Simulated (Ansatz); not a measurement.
The system is Sn.

```
Sn
1.0
    -1.89465    1.89465    1.89465
     1.89465   -1.89465    1.89465
     1.89465    1.89465   -1.89465
Sn
1
Direct
  0.00000 0.00000 0.00000
```

This isn't the form of Sn at room conditions, which is tetragonal (white tin).

| Property | Result |
| --- | --- |
| Program | Ansatz 0.2.0 |
| Task | relaxation of cell and atoms |
| Functional | RPBE |
| Potentials or basis | Ansatz PAW |
| Cutoff | 420 eV (not typed: the program's choice for these potentials) |
| k mesh | 10 × 10 × 10 |
| Occupations | fermi-dirac, width 0.05 eV |
| Spin | no spin polarisation |

At the start: volume 27.20 Å³/atom.

Question: How do energy, volume and symmetry change on relaxing?

Answer: It ends after 4 steps and the volume is 28.48 Å³/atom (+4.7 %); space group Im-3m (No. 229, to 0.05 Å).

The path:
| step | energy change (eV) | largest force (eV/Å) | volume (Å³) |
| --- | --- | --- | --- |
| 1 | 0.0000 | 0.0000 | 27.20 |
| 2 | -0.0074 | 0.0000 | 28.41 |
| 3 | -0.0074 | 0.0000 | 28.48 |
| 4 | -0.0077 | 0.0000 | 28.48 |

Final structure:
```yaml
crystal:
  lattice:
    - [-1.92375, 1.92375, 1.92375]
    - [1.92375, -1.92375, 1.92375]
    - [1.92375, 1.92375, -1.92375]
  atoms:
    - { symbol: Sn, position: [0.00000, 0.00000, 0.00000] }
```

Caveat: the plane-wave basis is chosen anew once the cell has moved, so the energies of steps on either side of that aren't comparable; the PAW data sets come from PBE, with cores solved anew for the run's functional, which leaves a small shift of forces and pressure.
